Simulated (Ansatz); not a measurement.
Runs of Ansatz 0.2.0 on Hf. It takes space group Fm-3m (No. 225, cubic). Conventional cell: a = 4.440 Å, b = 4.440 Å, c = 4.440 Å, α = 90.00°, β = 90.00°, γ = 90.00°. Hf (site symmetry m-3m) has 12 Hf at 3.14 Å as nearest neighbours. This isn't the form of Hf at room conditions, which is hcp.

```csv
level,cutoff (eV),gap on the mesh (eV),pressure (GPa),relaxed volume (Å³/atom)
PBE,420,none,0.0,22.52
RPBE,420,none,0.0,23.19
revPBE,420,none,0.0,23.00
PBEsol,420,none,0.0,(a)
LDA,420,none,0.0,20.76
BLYP,420,none,0.0,(b)
r2SCAN,500,none,0.0,22.43
```

Alike in all rows: task relaxation of cell and atoms; potentials or basis Ansatz PAW; no spin polarisation; cell relaxed; k mesh 10 × 10 × 10; smearing fermi-dirac 0.05 eV.

Problem. Fill in the values left out.

Solution. (a) 21.55; (b) 23.10.

Caveats: the plane-wave basis is chosen anew once the cell has moved, so the energies of steps on either side of that aren't comparable; the PAW data sets come from PBE, with cores solved anew for the run's functional, which leaves a small shift of forces and pressure (some runs).

A k mesh can miss the band edges, and the runs leave out spin-orbit coupling on Hf.

A gap of «none» marks a metal or a gap under the smearing width.
